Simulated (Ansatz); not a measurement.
Reactions of CH2FNSn (`N#[C][SnH2][F]`).

Isolated molecules relaxed with PBE0-D4/def2-TZVP in Ansatz; ΔE leaves out vibrations. CCSD(T)/CBS adds triple-zeta CCSD(T) − MP2 to the extrapolated MP2 energy (def2 sets, frozen cores). This one scheme is used for every species. Functionals use def2-TZVPP. B3LYP here is the variant with VWN-RPA as its local correlation; programs differ in this. Elements past krypton have def2 core potentials. For Sn outer-core shells are correlated without core-valence functions, which leaves a few kJ/mol of doubt a bond. Each species was taken in one conformer, which may not be the lowest.

```
                                                          reaction  B3LYP-D4 (kcal/mol)
           `N#[C][SnH2][F]` + `N=C=O` → `O=C=[N][SnH2][F]` + `C#N`                 -7.4
`N#[C][SnH2][F]` + `C[SiH](O)Cl` → `C[Si](O)(Cl)C#N` + `[F][SnH3]`                 -7.3
       `N#[C][SnH2][F]` + `CCCC#N` → `C[CH2][SnH2][F]` + `N#CCC#N`                  9.3
                  `N#[C][SnH2][F]` + CH₃OH → `COC#N` + `[F][SnH3]`                 18.1
                  `N#[C][SnH2][F]` + H₂S → `[F][SnH2][SH]` + `C#N`                -11.7
```

(1) Give the CCSD(T)/CBS values in the same order. (Estimate.)

Largest T1 diagnostic: 0.018, for `N=C=O`.

## Answers

(1) Ansatz gave: -7.9, -5.3, 10.6, 23.5, -11.1 kcal/mol.
